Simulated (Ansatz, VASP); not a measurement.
# VN2 in VASP and in Ansatz

```xyz
6
Lattice="-2.1465 2.1465 2.4569 2.1465 -2.1465 2.4569 2.1465 2.1465 -2.4569" Properties=species:S:1:pos:R:3 pbc="T T T"
V     0.0000    0.0000    1.2284
V     0.0000    0.0000    3.6853
N     2.6362    0.4897    0.0000
N     1.6567    0.4897    2.4569
N    -0.4897    1.6567    2.4569
N     0.4897    1.6567    0.0000
```

Alike in both runs: functional r2SCAN; k mesh 12 × 12 × 12; occupations gaussian, width 0.1 eV; no spin polarisation.

Ansatz relaxed the structure, and its values are those at the end. VASP's run is a single point on that final structure, the one shown.

|  | VASP | Ansatz |
| --- | --- | --- |
| version | VASP 6.6.1 | Ansatz 0.2.0 |
| potentials or method | VASP PAW PBE potentials, release 64 (V_sv, N) | scalar-relativistic, plane waves, PAW |
| plane-wave cutoff (eV) | 520 | 500 |
| valence electrons in the cell | 46 | 46 |

Ansatz gave:

```
gap on the k mesh at the Fermi level (eV) : none
pressure (GPa)                            : 0.0
rms of the force components (eV/Å)        : 0.000
```

Question: Estimate VASP's values.

Answer: gap on the k mesh at the Fermi level (eV): none; pressure (GPa): 1.5; rms of the force components (eV/Å): 0.036.

A gap of «none» marks a metal or a gap that the smearing closes.

Caveats: the PAW data sets were made with another functional, which shifts forces and pressure a little (VASP); the run has no spin polarisation, though such a crystal can be magnetic.
